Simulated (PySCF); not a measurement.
Compound: pyrrolidine, C4H9N.
Numbering: `[CH2:1]1[CH2:2][CH2:3][NH:4][CH2:5]1` (hydrogens: H6, H7 on C1; H8, H9 on C2; H10, H11 on C3; H12 on N4; H13, H14 on C5)

Level of theory: PBE0-D3(BJ)/def2-SVP geometry optimisation, gas phase in PySCF 2.14.0.

Q: Give the optimised bond lengths and angles.

A: 
```tsv
bond	length (Å)
C1–C2	1.544
C3–N4, N4–C5	1.454
C1–C5, C2–C3	1.544
C1–H6 and 3 like bonds	1.101
C3–H10 and 3 like bonds	1.102
N4–H12	1.019
```

Bonds in one row agree within 0.01 Å and their mean is given. A selection of angles:
```tsv
angle	degrees
C2–C1–C5	103.9
C2–C1–H6	110.8
C2–C1–H7	112.8
C5–C1–H6	110.6
H6–C1–H7	106.7
C2–C3–N4	106.9
C2–C3–H10	109.8
C2–C3–H11	113.7
N4–C3–H10	108.4
N4–C3–H11	111.1
H10–C3–H11	106.8
C3–N4–C5	103.7
C3–N4–H12	108.9
```

Dihedral angles: C5–C1–C2–C3 0° (synperiplanar); C1–C2–C3–N4 -23° (synperiplanar); C2–C3–N4–C5 37° (synclinal); C3–N4–C5–C1 -37° (synclinal); C2–C1–C5–N4 23° (synperiplanar).

N4 (secondary amine nitrogen) is pyramidal (angles 108.9°, 108.9° and 103.7°, sum 321.5°, 0.47 Å off the plane of its three neighbours). All 3 C–C bonds measure 1.544 to 1.545 Å. The 5-membered ring C1–C2–C3–N4–C5 has internal angles of 103.7° to 106.9° (sum 525°, against 540° for a flat polygon); it is puckered, 0.16 Å rms from its mean plane, widest ring torsion 37°.

Point group: Cs (tolerance 0.08 Å). No PBE0-D3(BJ)/def2-SVP frequencies stand behind this structure, so it isn't proved a minimum. The numbers are those of one conformer.

Hardware: one thread, Arm Neoverse V1 (aarch64), shared host. Cost: 12 s of wall time, 0.51 GiB resident at most. That covers the optimisation of the geometry.
